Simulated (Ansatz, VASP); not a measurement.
## CdF2: VASP beside Ansatz

```
CELL_PARAMETERS angstrom
0.00000 2.69400 2.69400
2.69400 0.00000 2.69400
2.69400 2.69400 0.00000
ATOMIC_POSITIONS crystal
Cd 0.00000 0.00000 0.00000
F 0.75000 0.75000 0.75000
F 0.25000 0.25000 0.25000
```

Alike in both runs: task relaxation of cell and atoms; functional PBE; dispersion D3(BJ); k mesh 9 × 9 × 9; occupations fermi-dirac, width 0.05 eV; no spin polarisation.

|  | VASP | Ansatz |
| --- | --- | --- |
| version | VASP 6.6.1 | Ansatz 0.2.0 |
| potentials or method | VASP PAW PBE potentials, release 64 (Cd, F) | Ansatz PAW |
| plane-wave cutoff (eV) | 600 | 420 |
| valence electrons in the cell | 26 | 34 |

```tsv
	VASP	Ansatz	Ansatz less VASP
relaxed volume (Å³/atom)	13.52	13.45	-0.067
relaxed cell length with the largest relative difference (Å)	3.856	3.850	-0.0064
energy change over the relaxation (meV/atom)	-6	-4	+1.4
```

The two sets of potentials don't hold the same shells in valence.

Caveats: the plane-wave basis is chosen anew once the cell has moved, so the energies of steps on either side of that aren't comparable (Ansatz); the pressure holds a Pulay correction of +0.6 GPa for the finite cutoff (Ansatz). A k mesh can miss the band edges. Zero-point motion and thermal expansion aren't in these numbers.
